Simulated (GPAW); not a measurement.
Crystal: HfC.

```xyz
2
Lattice="0.0000 2.3250 2.3250 2.3250 0.0000 2.3250 2.3250 2.3250 0.0000" Properties=species:S:1:pos:R:3 pbc="T T T"
Hf    2.3250    2.3250    2.3250
C     0.0000    0.0000    0.0000
```

```yaml
Program: GPAW 26.7.0
Task: relaxation of cell and atoms
Functional: PBEsol
Dispersion: D3(BJ)
Potentials_or_basis: PAW data sets generated in the run's folder for this functional
Cutoff: 800 eV
Basis: pw
k_mesh: 10 × 10 × 10
Occupations: fermi-dirac, width 0.05 eV
Spin: no spin polarisation
```

At the start: pressure -10.0 GPa; volume 12.57 Å³/atom.

**Question.** How do energy, volume and symmetry change on relaxing?

**Answer.** Over 4 steps the energy falls by 15.7 meV/atom and the volume is 12.06 Å³/atom (-4.0 %); space group Fm-3m (No. 225, to 0.05 Å).

Step by step:
```csv
step,energy change (eV),largest force (eV/Å),pressure (GPa),volume (Å³)
1,0.0000,0.0000,-10.00,25.14
2,-0.0207,0.0000,-6.11,24.72
3,-0.0314,0.0000,0.28,24.10
4,-0.0315,0.0000,-0.01,24.12
```

Final structure:
```cif
data_structure
_symmetry_space_group_name_H-M 'P 1'
_symmetry_Int_Tables_number 1
_cell_length_a 3.2433
_cell_length_b 3.2433
_cell_length_c 3.2433
_cell_angle_alpha 60.000
_cell_angle_beta 60.000
_cell_angle_gamma 60.000
_cell_volume 24.12
loop_
_atom_site_label
_atom_site_type_symbol
_atom_site_fract_x
_atom_site_fract_y
_atom_site_fract_z
_atom_site_occupancy
Hf1 Hf 0.50000 0.50000 0.50000 1
C1 C 0.00000 0.00000 0.00000 1
```

Caveat: later steps reuse the first step's grids; pairwise dispersion overbinds metals, which lowers pressure and volume.
